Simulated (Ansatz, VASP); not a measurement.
# One calculation of Fe, two programs

File POSCAR:

```
Fe
1.0
   -1.4345540696      1.4345540696      1.4345540696
    1.4345540696     -1.4345540696      1.4345540696
    1.4345540696      1.4345540696     -1.4345540696
Fe
1
Direct
    0.0000000000      0.0000000000      0.0000000000
```

The input INCAR.step1:

```
  PREC = Accurate
  ENCUT = 520
  ISMEAR = -1
  SIGMA = 0.05
  LREAL = False
  LASPH = True
  NELM = 150
  ISPIN = 2
  MAGMOM = 2.804
  LMAXMIX = 4
  NBANDS = 14
  GGA = PE
  ALGO = Normal
  EDIFF = 1E-4
  LWAVE = True
  LCHARG = False
```

Contents of INCAR.step2:

```
  PREC = Accurate
  ENCUT = 520
  EDIFF = 1E-6
  ISMEAR = -1
  SIGMA = 0.05
  LREAL = False
  LASPH = True
  NELM = 150
  ALGO = Normal
  ISIF = 2
  LWAVE = False
  LCHARG = False
  ISPIN = 2
  MAGMOM = 2.804
  LORBIT = 11
  LMAXMIX = 4
  METAGGA = R2SCAN
  LMIXTAU = True
  NBANDS = 14
  ISTART = 1
```

Contents of KPOINTS:

```
Automatic mesh
0
Gamma
  16 16 16
```

Input for Ansatz:

```yaml
crystal:
  lattice:
    - [-1.4345540696, 1.4345540696, 1.4345540696]
    - [1.4345540696, -1.4345540696, 1.4345540696]
    - [1.4345540696, 1.4345540696, -1.4345540696]
  atoms:
    - { symbol: Fe, position: [0.0, 0.0, 0.0], spin: 2.804 }
hamiltonian:
  xc: r2scan
  pseudopotentials:
    kind: paw
    azcp:
      Fe: "pseudopotentials/Fe.paw.azcp"
basis:
  ecutwfc: 500
  fft_grid_basis: typed
kpoints:
  mp_grid: { grid: [16, 16, 16], shift: [0, 0, 0] }
magnetization:
  spin_polarized: true
scf:
  occupations: { method: fermi_dirac, width: 0.05 }
  lower_state_search: "off"
output:
  stress: true
  write_density: true
  write_potential: true
  elf: true
  volumetric_format: npy
```

Alike in both runs: task single point; functional r2SCAN; k mesh 16 × 16 × 16; occupations fermi-dirac, width 0.05 eV; collinear spin.

|  | VASP | Ansatz |
| --- | --- | --- |
| version | VASP 6.6.1 | Ansatz 0.2.0 |
| potentials or method | VASP PAW PBE potentials, release 64 (Fe) | plane waves (500 eV) with PAW, scalar-relativistic |
| plane-wave cutoff (eV) | 520 | 500 |
| valence electrons in the cell | 8 | 16 |

|  | VASP | Ansatz | Ansatz less VASP |
| --- | --- | --- | --- |
| pressure (GPa) | -1.6 | -1.1 | +0.51 |
| net moment per atom (μB) | 2.63 | 2.63 | +0.005 |
| size of the moment on the site where the two differ most (μB) | 2.70 | 2.79 | +0.091 |

Site moments also hang on the region over which each program counts them. The two sets of potentials don't hold the same shells in valence. Ansatz warned: «stability_check_not_made».

Caveats: the PAW data sets were made with another functional, which shifts forces and pressure a little (VASP).
